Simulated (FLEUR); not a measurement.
# HfC (Fm-3m) in FLEUR: notebook

The runs below take HfC through equation of state, with PBEsol.

All numbers are computed with FLEUR MaX-R8.1 (later development tree); they aren't measurements. Logs are shortened: lines on timing, memory, paths and dates and some standing lists are left out, and cuts for length are marked.

## 1. The crystal as given

The structure is cubic, space group Fm-3m (No. 225). Conventional cell: a = 4.650 Å, b = 4.650 Å, c = 4.650 Å, α = 90.00°, β = 90.00°, γ = 90.00°. Around Hf (site symmetry m-3m) lie 6 C at 2.33 Å. C (site symmetry m-3m) has 6 Hf at 2.33 Å as nearest neighbours.

## 2. Equation of state, PBEsol, 11.81 Å³/atom (volume scaled by 0.94)

inp.xml reads:

```xml
<?xml version="1.0" encoding="UTF-8" standalone="no"?>
<fleurInput fleurInputVersion="0.39">
   <comment>
      HfC                                                                                                 
   </comment>
   <calculationSetup>
      <cutoffs Kmax="4.77" Gmax="14.8" GmaxXC="14.8" numbands="0"/>
      <scfLoop itmax="60" minDistance="0.00001" maxIterBroyd="15" imix="Anderson" alpha="0.05" precondParam="0.0" spinf="2.0" sdNocoIR="T"/>
      <coreElectrons ctail="T" frcor="F" kcrel="0" coretail_lmax="0"/>
      <xcFunctional name="PBEs" relativisticCorrections="F"/>
      <magnetism jspins="1"/>
      <soc l_soc="F" theta="0.0" phi="0.0" spav="F"/>
      <expertModes spex="0" secvar="F"/>
      <geometryOptimization l_f="F" forcealpha="1.0" forcemix="BFGS" epsdisp="0.0005" epsforce="0.0002"/>
      <ldaU l_linMix="F" mixParam="0.05" spinf="1.0"/>
   </calculationSetup>
   <cell>
      <bzIntegration valenceElectrons="30.0" mode="hist" fermiSmearingEnergy="0.00183747">
         <kPointListSelection listName="default-1"/>
         <!-- k-points included here -->
         <xi:include xmlns:xi="http://www.w3.org/2001/XInclude" href="kpts.xml"> </xi:include>
      </bzIntegration>
      <!-- symmetry operations included here -->
      <xi:include xmlns:xi="http://www.w3.org/2001/XInclude" href="sym.xml"> </xi:include>
      <bulkLattice scale="0.9795861087">
         <bravaisMatrix>
            <row-1>    0.0000000000000000     4.3936132396950001     4.3936132396950001</row-1>
            <row-2>    4.3936132396950001     0.0000000000000000     4.3936132396950001</row-2>
            <row-3>    4.3936132396950001     4.3936132396950001     0.0000000000000000</row-3>
         </bravaisMatrix>
      </bulkLattice>
   </cell>
   <atomSpecies>
      <species name="Hafnium (Hf)" element="Hf" atomicNumber="72">
         <mtSphere radius="2.44" gridPoints="829" logIncrement="0.016"/>
         <atomicCutoffs lmax="10" lnonsphr="10"/>
         <electronConfig flipSpins="F">
            <coreConfig>(1s1/2) (2s1/2) (2p1/2) (2p3/2) (3s1/2) (3p1/2) (3p3/2) (4s1/2) (3d3/2) (3d5/2) (4p1/2) (4p3/2) (4d3/2) (4d5/2)</coreConfig>
            <valenceConfig>(5s1/2) (5p1/2) (5p3/2) (6s1/2) (4f5/2) (4f7/2) (5d3/2) (5d5/2)</valenceConfig>
            <stateOccupation state="(5d3/2)" spinUp="0.400000" spinDown="0.400000"/>
            <stateOccupation state="(5d5/2)" spinUp="0.600000" spinDown="0.600000"/>
         </electronConfig>
         <energyParameters s="6" p="6" d="5" f="4"/>
         <lo type="SCLO" l="0" n="5" eDeriv="0"/>
         <lo type="SCLO" l="1" n="5" eDeriv="0"/>
         <lo type="SCLO" l="2" n="5" eDeriv="2"/>
         <lo type="SCLO" l="3" n="4" eDeriv="2"/>
      </species>
      <species name="Carbon (C)" element="C" atomicNumber="6">
         <mtSphere radius="1.51" gridPoints="517" logIncrement="0.02"/>
         <atomicCutoffs lmax="8" lnonsphr="8"/>
         <electronConfig flipSpins="F">
            <coreConfig>(1s1/2)</coreConfig>
            <valenceConfig>(2s1/2) (2p1/2) (2p3/2)</valenceConfig>
            <stateOccupation state="(2p1/2)" spinUp="0.333333" spinDown="0.333333"/>
            <stateOccupation state="(2p3/2)" spinUp="0.666667" spinDown="0.666667"/>
         </electronConfig>
         <energyParameters s="2" p="2" d="3" f="4"/>
         <lo type="SCLO" l="0" n="2" eDeriv="2"/>
         <lo type="SCLO" l="1" n="2" eDeriv="2"/>
         <lo type="SCLO" l="2" n="3" eDeriv="2"/>
      </species>
   </atomSpecies>
   <atomGroups>
      <atomGroup species="Hafnium (Hf)">
         <relPos label="                   1">1.000/2.000 1.000/2.000 1.000/2.000</relPos>
         <force calculate="T" relaxXYZ="TTT"/>
      </atomGroup>
      <atomGroup species="Carbon (C)">
         <relPos label="                   2">.0000000000 .0000000000 .0000000000</relPos>
         <force calculate="T" relaxXYZ="TTT"/>
      </atomGroup>
   </atomGroups>
   <output dos="F" band="F" slice="F">
      <checks vchk="F" cdinf="F"/>
      <bandDOS minEnergy="-.5*Htr" maxEnergy="0.5*Htr" sigma="0.015" storeEVData="T"/>
      <vacuumDOS vacdos="F" integ="F" star="F" nstars="0" locx1="0.0" locy1="0.0" locx2="0.0" locy2="0.0" nstm="0" tworkf="0.0"/>
      <unfoldingBand unfoldBand="F" supercellX="1" supercellY="1" supercellZ="1"/>
      <plotting iplot="0" polar="F">
         <plot TwoD="T" vec1="  1.0  0.0  0.0" vec2="  0.0  1.0  0.0" vec3="  0.0  0.0  1.0" zero="  0.0  0.0  0.0" file="plot"/>
      </plotting>
      <chargeDensitySlicing numkpt="0" minEigenval="0.0" maxEigenval="0.0" nnne="0" pallst="F"/>
      <specialOutput eonly="F"/>
      <moessbauerParams electricFieldGradient="T" isomerShift="T" coreHyperfine="T" valenceHyperfine="T"/>
      <magneticCircularDichroism mcd="F" energyLo="-10.0" energyUp="0.0"/>
   </output>
  <!-- We include the file relax.xml here to enable relaxations (see documentation) -->
  <xi:include xmlns:xi="http://www.w3.org/2001/XInclude" href="relax.xml"> <xi:fallback/> </xi:include>
</fleurInput>
```

Potentials or basis: all-electron, FLAPW.

On the command line:

```console
$ inpgen -f crystal.txt -profile fastHighL
$ # inp.xml edited to the form shown
$ fleur_MPI
```

Standard output:

```text
Welcome to FLEUR        (www.flapw.de)
      MaX-Release 8.1          (www.max-centre.eu)

 ========== k-point set info ==========
 Selected k-point list: default-1
 k-point list type: mesh
 10 x 10 x 10
 Number of k points: 47

 ------------Calculation Setup---------------------------
 Number of MPI-tasks      :            1
 Number of PE/node        :            1
 Number of OMP-threads    :            1
 Most efficient MPI parallelization for:
           1          47
 Additional eigenvalue parallelization possible
 Number of basis functions:          359
 Approximate size of matrices (H+S) per k-point:         0.002 GB
 --------------------------------------------------------
 Iteration:     1   Distance:      24.59402729 me/bohr^3
 Iteration:     2   Distance:      20.70168640 me/bohr^3
 Iteration:     3   Distance:       7.65852532 me/bohr^3
 Iteration:     4   Distance:       5.23239665 me/bohr^3
 Iteration:     5   Distance:       3.71849927 me/bohr^3
 Iteration:     6   Distance:       0.65608074 me/bohr^3
 Iteration:     7   Distance:       0.35965365 me/bohr^3
 Iteration:     8   Distance:       0.13043400 me/bohr^3
 Iteration:     9   Distance:       0.04810769 me/bohr^3
 Iteration:    10   Distance:       0.00817981 me/bohr^3
 Iteration:    11   Distance:       0.00603571 me/bohr^3
 Iteration:    12   Distance:       0.00175050 me/bohr^3
 Iteration:    13   Distance:       0.00042131 me/bohr^3
 Iteration:    14   Distance:       0.00006902 me/bohr^3
 Iteration:    15   Distance:       0.00000276 me/bohr^3

 ********************************************************************
 Run finished successfully
 Stop message:
   all done
 ********************************************************************
```

out.xml (last iteration):

```text
<iteration numberForCurrentRun="   15" overallNumber="   15">
         <energyParameters units="Htr">
            <atomicEP atomType="1" spin="1" branch="6s" branchLowest="-1.68" branchHighest="2.58" value="0.3248750077"/>
            <atomicEP atomType="1" spin="1" branch="6p" branchLowest="-0.44" branchHighest="3.56" value="0.4525969506"/>
            <atomicEP atomType="1" spin="1" branch="5d" branchLowest="-6.83" branchHighest="1.20" value="0.4897323262"/>
            <atomicEP atomType="1" spin="1" branch="4f" branchLowest="-9.99" branchHighest="0.14" value="0.1522826897"/>
            <loAtomicEP atomType="1" spin="1" branch="5s" branchLowest="-18.04" branchHighest="-1.68" value="-1.7138499348"/>
            <loAtomicEP atomType="1" spin="1" branch="5p" branchLowest="-13.14" branchHighest="-0.44" value="-0.5856166800"/>
            <loAtomicEP atomType="1" spin="1" branch="5d" branchLowest="-6.83" branchHighest="1.20" value="0.4876782438"/>
            <loAtomicEP atomType="1" spin="1" branch="4f" branchLowest="-9.99" branchHighest="0.14" value="0.1309366878"/>
            <atomicEP atomType="2" spin="1" branch="2s" branchLowest="-9.15" branchHighest="2.03" value="0.0175339795"/>
            <atomicEP atomType="2" spin="1" branch="2p" branchLowest="-9.99" branchHighest="1.92" value="0.2381924670"/>
            <atomicEP atomType="2" spin="1" branch="3d" branchLowest="-9.99" branchHighest="5.70" value="0.4587508038"/>
            <atomicEP atomType="2" spin="1" branch="4f" branchLowest="-9.99" branchHighest="9.47" value="0.6189481299"/>
            <loAtomicEP atomType="2" spin="1" branch="2s" branchLowest="-9.15" branchHighest="2.03" value="0.0175339795"/>
            <loAtomicEP atomType="2" spin="1" branch="2p" branchLowest="-9.99" branchHighest="1.92" value="0.2381698382"/>
            <loAtomicEP atomType="2" spin="1" branch="3d" branchLowest="-9.99" branchHighest="5.70" value="0.4587519095"/>
         </energyParameters>
         <eigenvalues>
            <eigenvaluesAt spin="1" ikpt="1" k_x="0.00000000" k_y="0.00000000" k_z="0.00000000">
                      -1.7158214812       -0.5550083274       -0.5550083274       -0.5550083274        0.0560150726
                       0.1228894707        0.1229738120        0.1229738120        0.1229738120        0.1268575560
                       0.1268575560        0.1268575560        0.5612848801        0.5612848801        0.5612848801
                       0.5682222813        0.5682222813        0.5682222813        0.6488096943        0.6488096943
                       0.7958900739        0.9284625730        1.4606564745        1.4606564745
            </eigenvaluesAt>
            <eigenvaluesAt spin="1" ikpt="2" k_x="0.00000000" k_y="0.00000000" k_z="0.10000000">
                      -1.7156286461       -0.5582738080       -0.5553094576       -0.5553094576        0.0659684982
                       0.1230184083        0.1231591724        0.1232392988        0.1232392988        0.1266084785
                       0.1266084785        0.1268675494        0.5060055477        0.5204467537        0.5204467537
                       0.5850641082        0.5850641082        0.6018079989        0.6931415020        0.6931415020
                       0.8154179748        0.9555403858        1.3554553199        1.3994864873
            </eigenvaluesAt>
            <eigenvaluesAt spin="1" ikpt="3" k_x="0.00000000" k_y="0.00000000" k_z="0.20000000">
                      -1.7151228129       -0.5665561823       -0.5560942248       -0.5560942248        0.0925987801
                       0.1234802604        0.1239490438        0.1239490438        0.1246572697        0.1260012383
                       0.1260012383        0.1268921396        0.4387689748        0.4711086196        0.4711086196
                       0.6144437222        0.6144437222        0.6235951552        0.7716186535        0.7716186535
                       0.8565484259        1.0209747220        1.2410857459        1.2877309262
            </eigenvaluesAt>
            <eigenvaluesAt spin="1" ikpt="4" k_x="0.00000000" k_y="0.00000000" k_z="0.30000000">
                      -1.7144956563       -0.5763131430       -0.5570573967       -0.5570573967        0.1151565018
[... 22 lines left out ...]
            <state n="3" l="0" j="0.5" energy="-92.5259899976" weight="1.0000000000"/>
            <state n="3" l="1" j="0.5" energy="-84.3780266451" weight="1.0000000000"/>
            <state n="3" l="1" j="1.5" energy="-74.9970716590" weight="2.0000000000"/>
            <state n="4" l="0" j="0.5" energy="-18.0362360218" weight="1.0000000000"/>
            <state n="3" l="2" j="1.5" energy="-61.2059899203" weight="2.0000000000"/>
            <state n="3" l="2" j="2.5" energy="-59.1595309315" weight="3.0000000000"/>
            <state n="4" l="1" j="0.5" energy="-14.6998389072" weight="1.0000000000"/>
            <state n="4" l="1" j="1.5" energy="-12.5495694794" weight="2.0000000000"/>
            <state n="4" l="2" j="1.5" energy="-7.0672063332" weight="2.0000000000"/>
            <state n="4" l="2" j="2.5" energy="-6.6734173352" weight="3.0000000000"/>
         </coreStates>
         <coreStates atomType="     2" atomicNumber="  6" spin="1" kinEnergy="     31.7392890480" eigValSum="    -18.2972964528" lostElectrons=" 0.000048">
            <state n="1" l="0" j="0.5" energy="-9.1486482264" weight="1.0000000000"/>
         </coreStates>
         <allElectronCharges>
            <spinDependentCharge spin="1" total="78.0000000" interstitial="3.7855939" mtSpheres="74.2144060"/>
            <totalCharge value="77.9999999965"/>
         </allElectronCharges>
         <moessbauerParams unitsHFF="kG" unitsIS="e/bohr^3" unitsEFG="Htr/bohr^2">
            <coreIsomerShift atomType="1" isTotal="1280497.31068">
               <shell n="1" l="0" isomerShift="1075904.53784"/>
               <shell n="2" l="0" isomerShift="151307.69813"/>
               <shell n="2" l="1" isomerShift="8621.88500"/>
               <shell n="3" l="0" isomerShift="33733.23177"/>
               <shell n="3" l="1" isomerShift="2144.38980"/>
               <shell n="4" l="0" isomerShift="8272.82543"/>
               <shell n="3" l="2" isomerShift="0.00081"/>
               <shell n="4" l="1" isomerShift="512.74170"/>
               <shell n="4" l="2" isomerShift="0.00020"/>
            </coreIsomerShift>
            <coreIsomerShift atomType="2" isTotal="123.09224">
               <shell n="1" l="0" isomerShift="123.09224"/>
            </coreIsomerShift>
            <isomerShift atomType="1" nucleusRadius="0.0001330" averageDensity="1281929.39251"/>
            <isomerShift atomType="2" nucleusRadius="0.0000541" averageDensity="127.92057"/>
            <electricFieldGradient atomType="1" VXX="0.00000" VYY="0.00000" VZZ="0.00000" asymParam="0.00000">
            </electricFieldGradient>
            <electricFieldGradient atomType="2" VXX="0.00000" VYY="0.00000" VZZ="0.00000" asymParam="0.00000">
            </electricFieldGradient>
         </moessbauerParams>
         <totalEnergy                                    value="   -15131.3069532884" units="Htr">
            <sumOfEigenvalues                            value="    -9230.7458697557">
               <coreElectrons value="-9228.4542289019"/>
               <valenceElectrons value="-2.2916408538"/>
            </sumOfEigenvalues>
            <densityCoulombPotentialIntegral value="-25743.7160073751"/>
            <densityEffectivePotentialIntegral value="-26152.7398790270"/>
            <chargeDenXCDenIntegral value="-310.6628478451"/>
            <FockExchangeEnergyValence value="0.0000000000"/>
            <FockExchangeEnergyCore value="0.0000000000"/>
            <atomTypeDependentContributions atomType="1">
               <electronNucleiInteractionDifferentMTs value="18776.9674763035"/>
               <MadelungTerm value="-47.4635754393"/>
            </atomTypeDependentContributions>
            <atomTypeDependentContributions atomType="2">
               <electronNucleiInteractionDifferentMTs value="42.2535144703"/>
               <MadelungTerm value="-4.0955448138"/>
            </atomTypeDependentContributions>
            <tkbTimesEntropy value="0.0000986411"/>
            <freeEnergy value="-15131.3070519295"/>
            <extrapolationTo0K value="-15131.3070026089"/>
         </totalEnergy>
         <densityConvergence units="me/bohr^3">
            <chargeDensity spin="1" distance="0.0000027584"/>
         </densityConvergence>
      </iteration>
```

It took 29 s on 1 thread of Intel Xeon 6975P-C (Granite Rapids), shared host; peak memory 0.07 GiB.

Results:

| Property | Result |
| --- | --- |
| Free energy | -411743.8406 eV |
| Band gap on the k mesh | none (metal or under the smearing width) |
| Valence electrons inside the program's atomic spheres | Hf 23.77; C 2.44 (radii Hf 2.44, C 1.51 bohr) |

## 3. Equation of state, PBEsol, 12.07 Å³/atom (volume scaled by 0.96)

inp.xml, as its differences from that of step 2:

```diff
@@ -24,3 +24,3 @@
       <xi:include xmlns:xi="http://www.w3.org/2001/XInclude" href="sym.xml"> </xi:include>
-      <bulkLattice scale="0.9795861087">
+      <bulkLattice scale="0.9864848297">
          <bravaisMatrix>
```

Potentials or basis: all-electron, FLAPW.

On the command line:

```console
$ inpgen -f crystal.txt -profile fastHighL
$ # inp.xml edited to the form shown
$ fleur_MPI
```

Run time: 30 s. Hardware: 1 thread of Intel Xeon 6975P-C (Granite Rapids), shared host; peak memory 0.07 GiB.

It converged, with:

| Quantity | Value |
| --- | --- |
| Free energy | -411743.8601 eV |
| Band gap on the k mesh | none (metal or under the smearing width) |
| Valence electrons inside the program's atomic spheres | Hf 23.73; C 2.43 (radii Hf 2.44, C 1.51 bohr) |

## 4. Equation of state, PBEsol, 12.32 Å³/atom (volume scaled by 0.98)

inp.xml, as its differences from that of step 3:

```diff
@@ -24,3 +24,3 @@
       <xi:include xmlns:xi="http://www.w3.org/2001/XInclude" href="sym.xml"> </xi:include>
-      <bulkLattice scale="0.9864848297">
+      <bulkLattice scale="0.9932883884">
          <bravaisMatrix>
```

On the command line:

```console
$ inpgen -f crystal.txt -profile fastHighL
$ # inp.xml edited to the form shown
$ fleur_MPI
```

Run time: 28 s. Hardware: 1 thread of Intel Xeon 6975P-C (Granite Rapids), shared host; peak memory 0.07 GiB.

Results (log left out):

```yaml
Free_energy: -411743.8626 eV
Band_gap_on_the_k_mesh: none (metal or under the smearing width)
Valence_electrons_inside_the_program's_atomic_spheres: Hf 23.68; C 2.41 (radii Hf 2.44, C 1.51 bohr)
```

## 5. Equation of state, PBEsol, 12.57 Å³/atom

inp.xml, as its differences from that of step 4:

```diff
@@ -24,3 +24,3 @@
       <xi:include xmlns:xi="http://www.w3.org/2001/XInclude" href="sym.xml"> </xi:include>
-      <bulkLattice scale="0.9932883884">
+      <bulkLattice scale="1.0000000000">
          <bravaisMatrix>
```

On the command line:

```console
$ inpgen -f crystal.txt -profile fastHighL
$ # inp.xml edited to the form shown
$ fleur_MPI
```

It took 29 s on 1 thread of Intel Xeon 6975P-C (Granite Rapids), shared host; peak memory 0.07 GiB.

Results (log left out):

- Free energy: -411743.8495 eV
- Band gap on the k mesh: none (metal or under the smearing width)
- Valence electrons inside the program's atomic spheres: Hf 23.64; C 2.40 (radii Hf 2.44, C 1.51 bohr)

## 6. Equation of state, PBEsol, 12.82 Å³/atom (volume scaled by 1.02)

inp.xml, as its differences from that of step 5:

```diff
@@ -24,3 +24,3 @@
       <xi:include xmlns:xi="http://www.w3.org/2001/XInclude" href="sym.xml"> </xi:include>
-      <bulkLattice scale="1.0000000000">
+      <bulkLattice scale="1.0066227096">
          <bravaisMatrix>
```

Potentials or basis: all-electron, FLAPW.

On the command line:

```console
$ inpgen -f crystal.txt -profile fastHighL
$ # inp.xml edited to the form shown
$ fleur_MPI
```

Run time: 27 s. Hardware: 1 thread of Intel Xeon 6975P-C (Granite Rapids), shared host; peak memory 0.07 GiB.

It converged, with:

```yaml
Free_energy: -411743.8227 eV
Band_gap_on_the_k_mesh: none (metal or under the smearing width)
Valence_electrons_inside_the_program's_atomic_spheres: Hf 23.61; C 2.38 (radii Hf 2.44, C 1.51 bohr)
```

## 7. Equation of state, PBEsol, 13.07 Å³/atom (volume scaled by 1.04)

inp.xml, as its differences from that of step 6:

```diff
@@ -24,3 +24,3 @@
       <xi:include xmlns:xi="http://www.w3.org/2001/XInclude" href="sym.xml"> </xi:include>
-      <bulkLattice scale="1.0066227096">
+      <bulkLattice scale="1.0131594038">
          <bravaisMatrix>
```

On the command line:

```console
$ inpgen -f crystal.txt -profile fastHighL
$ # inp.xml edited to the form shown
$ fleur_MPI
```

Run time: 27 s. Hardware: 1 thread of Intel Xeon 6975P-C (Granite Rapids), shared host; peak memory 0.07 GiB.

It converged, with:

| Property | Result |
| --- | --- |
| Free energy | -411743.7831 eV |
| Band gap on the k mesh | none (metal or under the smearing width) |
| Valence electrons inside the program's atomic spheres | Hf 23.57; C 2.37 (radii Hf 2.44, C 1.51 bohr) |

## 8. Equation of state, PBEsol, 13.32 Å³/atom (volume scaled by 1.06)

inp.xml, as its differences from that of step 7:

```diff
@@ -24,3 +24,3 @@
       <xi:include xmlns:xi="http://www.w3.org/2001/XInclude" href="sym.xml"> </xi:include>
-      <bulkLattice scale="1.0131594038">
+      <bulkLattice scale="1.0196128224">
          <bravaisMatrix>
```

On the command line:

```console
$ inpgen -f crystal.txt -profile fastHighL
$ # inp.xml edited to the form shown
$ fleur_MPI
```

It took 30 s on 1 thread of Intel Xeon 6975P-C (Granite Rapids), shared host; peak memory 0.07 GiB.

The run converged. Its results:

- Free energy: -411743.7321 eV
- Band gap on the k mesh: none (metal or under the smearing width)
- Valence electrons inside the program's atomic spheres: Hf 23.54; C 2.36 (radii Hf 2.44, C 1.51 bohr)

## 9. Equation of state, PBEsol

Potentials or basis: all-electron, FLAPW.

No new run: the results of the series are fitted here.

What came out:

```yaml
Equilibrium_volume: 12.23 Å³/atom
Bulk_modulus: 248 GPa
Pressure_derivative_of_the_bulk_modulus: 3.9
```

Energy against volume, from the lowest point:
| volume (Å³/atom) | energy (meV/atom) |
| --- | --- |
| 11.814 | 10.98 |
| 12.065 | 1.22 |
| 12.317 | 0.00 |
| 12.568 | 6.51 |
| 12.819 | 19.95 |
| 13.071 | 39.75 |
| 13.322 | 65.24 |

The run has no spin-orbit coupling, so splittings on Hf are missing.
